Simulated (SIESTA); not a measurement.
Crystal: ZrC.

```xyz
2
Lattice="0.0000 2.3650 2.3650 2.3650 0.0000 2.3650 2.3650 2.3650 0.0000" Properties=species:S:1:pos:R:3 pbc="T T T"
Zr    2.3650    2.3650    2.3650
C     0.0000    0.0000    0.0000
```

Base run:

- Program: SIESTA 5.4.2
- Functional: vdW-DF-cx
- Potentials or basis: PseudoDojo 0.4 standard (PBE files)
- Basis: DZP (energy shift 0.003 Ry; two zetas on semicore shells)
- Grid cutoff: 800 Ry
- Energy shift: 0.003 Ry
- k mesh: 10 × 10 × 10
- Occupations: fermi-dirac, width 0.05 eV
- Spin: no spin polarisation

Its results: band gap on the k mesh none (metal or under the smearing width); pressure -5.4 GPa.

Q: The run is repeated on the same cell with these changes: functional from vdW-DF-cx to BLYP. What comes out?

A: Band gap on the k mesh none (metal or under the smearing width); pressure 6.7 GPa.

Caveats: the potentials were made for another functional, which shifts forces and pressure; the basis of atomic orbitals isn't converged, which shifts pressures, moduli and gaps.

Not every run made on this cell is shown here.
